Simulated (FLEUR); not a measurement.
The system is ZrC.

```
CELL_PARAMETERS angstrom
0.00000 2.36500 2.36500
2.36500 0.00000 2.36500
2.36500 2.36500 0.00000
ATOMIC_POSITIONS crystal
Zr 0.50000 0.50000 0.50000
C 0.00000 0.00000 0.00000
```

Program: FLEUR MaX-R8.1 (later development tree). Alike in all runs: potentials or basis all-electron, FLAPW; cell as given. Hardware: 1 thread of Arm Neoverse V2 (shared host).

Q: Order these runs on this cell by their wall time, lowest first.
A. task band structure; level WC; spin off; k mesh 10 × 10 × 10; smearing fermi-dirac 0.05 eV; gmax 13.7 1/bohr; kmax 4.42 1/bohr; mesh quality not flagged
B. task single point; level PZ; spin SOC, no magnetisation; k mesh 6 × 6 × 6; smearing gaussian 0.05 eV; gmax 13.3 1/bohr; inpgen profile fastHighL; kmax 4.29 1/bohr; mesh quality coarse
C. task band structure; level WC; spin SOC, no magnetisation; k mesh 8 × 8 × 8; smearing fermi-dirac 0.05 eV; gmax 13.7 1/bohr; kmax 4.42 1/bohr; mesh quality not flagged

A: A (26 s), B (430 s), C (1100 s).

Caveats: some runs use coarse meshes; with Gaussian smearing the program prints no entropy term, so the energy of a metal isn't a free energy (some runs).

Not every run made on this cell is shown here.
